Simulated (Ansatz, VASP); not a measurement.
## Ba3HfO: VASP beside Ansatz

File INCAR:

```
SYSTEM = Ba3HfO
  PREC = Accurate
  ENCUT = 600
  EDIFF = 1E-6
  ISMEAR = 0
  SIGMA = 0.1
  LREAL = .FALSE.
  LASPH = .TRUE.
  NELM = 100
  ALGO = Normal
  ISIF = 3
  LWAVE = .FALSE.
  LCHARG = .FALSE.
  GGA = PE
  IBRION = 2
  NSW = 90
  EDIFFG = -0.04
```

KPOINTS

```
regular mesh
0
G
  3 3 4
  0 0 0
```

File POSCAR:

```
Ba3HfO
1.0
    6.1655908900      0.0000000000      0.0000000000
   -3.0827954400      5.3395583400      0.0000000000
    0.0000000000      0.0000000000      4.5465102200
Ba Hf O
3 1 1
Direct
    0.5000000000      0.0000000000      0.0000000000
    0.0000000000      0.5000000000      0.0000000000
    0.5000000000      0.5000000000      0.0000000000
    0.0000000000      0.0000000000      0.0000000000
    0.0000000000      0.0000000000      0.5000000000
```

Input for Ansatz:

```yaml
crystal:
  lattice:
    - [6.16559089, 0.0, 0.0]
    - [-3.08279544, 5.33955834, 0.0]
    - [0.0, 0.0, 4.54651022]
  atoms:
    - { symbol: Ba, position: [0.5, 0.0, 0.0] }
    - { symbol: Ba, position: [0.0, 0.5, 0.0] }
    - { symbol: Ba, position: [0.5, 0.5, 0.0] }
    - { symbol: Hf, position: [0.0, 0.0, 0.0] }
    - { symbol: O, position: [0.0, 0.0, 0.5] }
basis:
  ecutwfc: 420
kpoints:
  mp_grid: { grid: [3, 3, 4] }
hamiltonian:
  xc: pbe
scf:
  occupations: { method: gaussian, width: 0.1 }
  lower_state_search: "off"
output:
  forces: true
  stress: true
  eigenvalues: true
relax:
  adjacent_minimum: "off"
  f_tol: 0.04
  max_steps: 70
  cell: { stress_tol: 0.4 }
```

Alike in both runs: task relaxation of cell and atoms; functional PBE; k mesh 3 × 3 × 4; occupations gaussian, width 0.1 eV; no spin polarisation.

|  | VASP | Ansatz |
| --- | --- | --- |
| version | VASP 6.6.1 | Ansatz 0.2.0 |
| potentials or method | VASP PAW PBE potentials, release 64 (Ba_sv, Hf_pv, O) | scalar-relativistic, plane waves, PAW |
| plane-wave cutoff (eV) | 600 | 420 |
| valence electrons in the cell | 46 | 62 |

Ansatz gave:

- gap on the k mesh at the Fermi level, each at its own relaxed structure (eV): none
- relaxed volume (Å³/atom): 44.69
- relaxed cell length with the largest relative difference (Å): 8.037
- energy change over the relaxation (meV/atom): -1132

Task: Estimate VASP's values.

Result: gap on the k mesh at the Fermi level, each at its own relaxed structure (eV): none; relaxed volume (Å³/atom): 42.91; relaxed cell length with the largest relative difference (Å): 7.883; energy change over the relaxation (meV/atom): -1227.

A gap of «none» marks a metal or a gap that the smearing closes. The two sets of potentials don't hold the same shells in valence.

Caveats: the k mesh is coarse (spacing up to 0.39 Å⁻¹), so the values aren't converged; the volume moved by over 15 % at a fixed basis, so the end points are rough (VASP). Spin-orbit coupling is left out, which matters for the levels of Ba, Hf.
